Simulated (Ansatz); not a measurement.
AlAs: pressure against volume

AlAs, F-43m, a = 5.728 Å. Ansatz: PBE, PAW, 420 eV, Γ-centred 8×8×8 mesh on 2 atoms, Gaussian smearing 0.02 eV; no spin polarisation. Symmetry fixes shape and atoms, so the cell is only scaled; pressure is positive in compression.

| V (Å³/atom) | P (GPa) |
| --- | --- |
| 22.078 | ? |
| 22.783 | 2.22 |
| 23.487 | 0.03 |
| 24.192 | -1.84 |
| 24.896 | -3.43 |

**Question.** Take V0 = 23.487 Å³/atom, count pressures from its P0 = 0.03 GPa, fit the third-order Birch–Murnaghan form to the other rows, and predict the missing pressure.

**Answer.** With the Eulerian strain f = ½[(V0/V)^(2/3) − 1] and y = (P − P0)/[3f(1 + 2f)^(5/2)], the form is the line y = B0 + 1.5 B0 (B0′ − 4) f. Rows (f, y): 0.01025, 67.7; -0.00976, 67.1; -0.01905, 66.7. Means f = -0.006187, y = 67.167; Σ(Δf)² = 0.0004484, ΣΔfΔy = 0.01501; the slope is their ratio. y = 67.37 + 33.47 f GPa, so B0 = 67.4 GPa and B0′ = 4 + 2 × (33.47)/(3 × 67.37) = 4.33. At V = 22.078, f = 0.02105, y = 68.07 and P = 4.80 GPa. The run gave 4.79 GPa, so the fit is 0.01 GPa too high, a small miss on the scale of the series. The form still works here, 33 % of the fitted range beyond its end.